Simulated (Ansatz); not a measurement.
TePb: equation of state with PBE

TePb:

```
CELL_PARAMETERS angstrom
0.00000 3.23100 3.23100
3.23100 0.00000 3.23100
3.23100 3.23100 0.00000
ATOMIC_POSITIONS crystal
Pb 0.00000 0.00000 0.00000
Te 0.50000 0.50000 0.50000
```

| Property | Result |
| --- | --- |
| Program | Ansatz 0.2.0 |
| Task | equation of state |
| Functional | PBE |
| Potentials or basis | Ansatz PAW polarizable |
| Cutoff | 420 eV |
| Density cutoff | 1680 eV |
| k mesh | 7 × 7 × 7 |
| Occupations | fermi-dirac, width 0.05 eV |
| Spin | no spin polarisation |

* Equilibrium volume: 35.43 Å³/atom
* Bulk modulus: 38 GPa
* Pressure derivative of the bulk modulus: 4.5

Energy against volume, from the lowest point:
```
volume (Å³/atom)  energy (meV/atom)
          31.706              57.28
          32.380              36.83
          33.055              21.37
          33.730              10.38
          34.404               3.42
          35.079               0.08
          35.753               0.00
```

All runs of the series together: 7.6 s on 2 threads of Arm Neoverse V1, with other jobs on the host.

 Zero-point motion and thermal expansion aren't in these numbers.
